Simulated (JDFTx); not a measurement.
## KBr under changes of volume

One of the cells (33.055 Å³/atom); the others are scaled copies at fixed shape and fractional positions:

```
CELL_PARAMETERS angstrom
4.04350 0.00000 0.00000
0.00000 4.04350 0.00000
0.00000 0.00000 4.04350
ATOMIC_POSITIONS crystal
Br 0.50000 0.50000 0.50000
K 0.00000 0.00000 0.00000
```

Measurements of this composition are mostly on another form, of space group No. 225.

| Item | Value |
| --- | --- |
| Program | JDFTx 1.7.0 (patched build) |
| Functional | PBE |
| Potentials or basis | PseudoDojo-SR-PBE-0.5-standard |
| Cutoff | 1007 eV |
| Density cutoff | 4027 eV |
| k mesh | 7 × 7 × 7 |
| Occupations | fermi-dirac, width 0.05 eV |
| Spin | no spin polarisation |

| volume (Å³/atom) | energy over the lowest point (meV/atom) | pressure (GPa) | gap on the mesh (eV) |
| --- | --- | --- | --- |
| 31.072 | ? | ? | ? |
| 31.733 | 2.23 | 0.6 | 4.02 |
| 32.394 | 0.40 | 0.3 | 3.95 |
| 33.055 | 0.00 | -0.1 | 3.89 |
| 33.716 | 0.87 | -0.4 | 3.83 |
| 34.378 | 2.87 | -0.6 | 3.77 |
| 35.039 | 5.87 | -0.8 | 3.72 |

**Question.** What does the run at 31.072 Å³/atom give?

**Answer.** Energy over the lowest point 5.67 meV/atom; pressure 1.0 GPa; gap on the mesh 4.09 eV.

Worked out: A Birch-Murnaghan fit of order 3 (a polynomial in V^(-2/3)) to the other rows has its minimum at 32.92 Å³/atom with B0 = V·E''(V) = 15.7 GPa and B' = 4.9. It gives 5.67 meV/atom at 31.072 Å³/atom, against the run's 5.67, and -dE/dV = 1.0 GPa, against 1.0. A straight line through the other rows of the gap, of slope -3.03 eV per unit of ln V, extrapolates to 4.08 eV, against the run's 4.09.

Energies are extrapolated to zero smearing.

Caveats: the empty levels aren't tightly converged; an odd mesh through Γ misses points on the zone boundary, where band edges often lie. Spin-orbit coupling on Br is left out.
